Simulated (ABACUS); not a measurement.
**Au: equation of state with PBEsol**

**Experimental background.**

“Exploring toroidal anvil profiles for larger sample volumes above 4 Mbar”, 2024, pmc:11102561 quotes, for a bulk crystal of Au: bulk modulus 167 GPa.

Au:

```
Au
1.0
     0.00000    2.03500    2.03500
     2.03500    0.00000    2.03500
     2.03500    2.03500    0.00000
Au
1
Direct
  0.00000 0.00000 0.00000
```

```json
{"Program": "ABACUS 3.10.1", "Task": "equation of state", "Functional": "PBEsol", "Potentials or basis": "PseudoDojo NC SR 0.4.1 PBEsol standard", "Cutoff": "1034 eV", "Density cutoff": "4136 eV", "Basis": "plane waves", "k mesh": "11 × 11 × 11", "Occupations": "fermi-dirac, width 0.05 eV", "Spin": "no spin polarisation", "Radial cutoff of the potentials (pseudo_rcut)": "7 bohr", "SCF threshold on the density": "1e-08", "Max SCF steps": "100", "Eigensolver": "dav", "Mixing": "broyden", "Mixing share": "0.7", "Symmetry key": "1", "Bands": "14"}
```

| Quantity | Value |
| --- | --- |
| Equilibrium volume | 16.97 Å³/atom |
| Bulk modulus | 176 GPa |
| Pressure derivative of the bulk modulus | 5.7 |

Energy against volume, from the lowest point:
| volume (Å³/atom) | energy (meV/atom) |
| --- | --- |
| 15.843 | 47.85 |
| 16.181 | 22.24 |
| 16.518 | 6.71 |
| 16.855 | 0.00 |
| 17.192 | 1.03 |
| 17.529 | 8.84 |
| 17.866 | 22.56 |

All runs of the series together: 25 s on 4 threads of Intel(R) Xeon(R) Platinum 8488C (Sapphire Rapids), on a shared host.

A measured bulk modulus of Au is 167 GPa (quoted in “Exploring toroidal anvil profiles for larger sample volumes above 4 Mbar”, 2024, pmc:11102561); the calculated 176 GPa misses it by +5.6 %. The fit is for a static lattice scaled at fixed shape and fixed fractional positions.

The run has no spin-orbit coupling, so splittings on Au are missing.
